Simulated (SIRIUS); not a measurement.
Co in SIRIUS: the effect of potentials

Co:

```xyz
2
Lattice="2.4720 0.0000 0.0000 -1.2360 2.1408 0.0000 0.0000 0.0000 4.0211" Properties=species:S:1:pos:R:3 pbc="T T T"
Co    1.2360    0.7136    3.0159
Co    0.0000    1.4272    1.0053
```

Alike in all runs:

```yaml
Program: SIRIUS 7.12.0
Task: single point
Functional: PBE
k_mesh: 6 × 6 × 4
Occupations: fermi-dirac, width 0.05 eV
Spin: collinear spin, ferromagnetic start
Starting_moments: "[2.0, 2.0] μB"
```

**Question.** One run gave: pressure 1.7 GPa; moment 3.19 μB. Which potentials did it use?
A. SSSP 1.3.0 PBE efficiency
B. GBRV 1.5 PBE (ultrasoft)
C. JTH 2.0 PBE (PAW)
D. PseudoDojo 0.5 PBE stringent (scalar relativistic)
E. SG15 1.2 PBE (norm-conserving)

**Answer.** C.

| potentials | cutoff | pressure (GPa) | moment (μB) |
| --- | --- | --- | --- |
| PseudoDojo 0.5 PBE standard (scalar relativistic) | 1307 eV | 4.6 | 3.24 |
| GBRV 1.5 PBE (ultrasoft) | 557 eV | 4.8 | 3.30 |
| SG15 1.2 PBE (norm-conserving) | 1307 eV | 5.7 | 3.23 |
| SSSP 1.3.0 PBE efficiency | 828 eV | 4.7 | 3.30 |
| PseudoDojo 0.5 PBE stringent (scalar relativistic) | 1416 eV | 4.3 | 3.21 |
| JTH 2.0 PBE (PAW) | 557 eV | 1.7 | 3.19 |

Caveats: all runs use coarse meshes.

Not every run made on this cell is shown here.
